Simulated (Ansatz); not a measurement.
Crystal: FePt (Tetraferroplatinum).

```
Pt Fe
1.0
     2.72350    0.00000    0.00000
     0.00000    2.72350    0.00000
     0.00000    0.00000    3.72000
Pt Fe
1 1
Direct
  0.50000 0.50000 0.50000
  0.00000 0.00000 0.00000
```

* Program: Ansatz 0.2.0
* Task: relaxation of cell and atoms
* Functional: RPBE
* Potentials or basis: Ansatz PAW
* Cutoff: 420 eV (not typed: the program's choice for these potentials)
* k mesh: 10 × 10 × 7
* Occupations: fermi-dirac, width 0.05 eV
* Spin: collinear spin, ferromagnetic start
* Starting moments: [0.0, 3.0] μB

At the start: volume 13.80 Å³/atom.

Where does the relaxation end?

It ends after 5 steps and the volume is 14.38 Å³/atom (+4.2 %); space group P4/mmm (No. 123, to 0.05 Å); moment 3.39 μB per cell.

The path:
```
step  energy change (eV)  largest force (eV/Å)  volume (Å³)
   1              0.0000                0.0000        27.59
   2             -0.0244                0.0000        29.21
   3             -0.0286                0.0000        28.80
   4             -0.0286                0.0000        28.76
   5             -0.0293                0.0000        28.76
```

Final structure:
```
CELL_PARAMETERS angstrom
2.76025 0.00000 0.00000
0.00000 2.76025 0.00000
0.00000 0.00000 3.77484
ATOMIC_POSITIONS crystal
Pt 0.50000 0.50000 0.50000
Fe 0.00000 0.00000 0.00000
```

Caveat: the plane-wave basis is chosen anew once the cell has moved, so the energies of steps on either side of that aren't comparable; the PAW data sets come from PBE, with cores solved anew for the run's functional, which leaves a small shift of forces and pressure.
